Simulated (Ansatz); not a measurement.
Crystal: Ni.

```
Ni
1.0
    -1.38372    1.38372    1.38372
     1.38372   -1.38372    1.38372
     1.38372    1.38372   -1.38372
Ni
1
Direct
  0.00000 0.00000 0.00000
```

This isn't the form of Ni at room conditions, which is fcc.

Base run:

* Program: Ansatz 0.2.0
* Functional: PBEsol
* Potentials or basis: Ansatz PAW
* Cutoff: 420 eV (not typed: the program's choice for these potentials)
* k mesh: 11 × 11 × 11
* Occupations: fermi-dirac, width 0.05 eV
* Spin: collinear spin, ferromagnetic start
* Starting moments: [0.2] μB
* Fixed moment: 0.2 μB

Its results: pressure -4.2 GPa; site moments Ni +0.21 μB.

Task: The run is repeated on the same cell with these changes: fixed moment from 0.2 μB to 0.8 μB; moments at the start from [0.2] to [0.8]. What comes out?

Result: Pressure -0.4 GPa; site moments Ni +0.82 μB.

Caveats: the total moment is fixed, so each spin has its own Fermi level; the PAW data sets come from PBE, with cores solved anew for the run's functional, which leaves a small shift of forces and pressure; the thresholds are loose for stress.
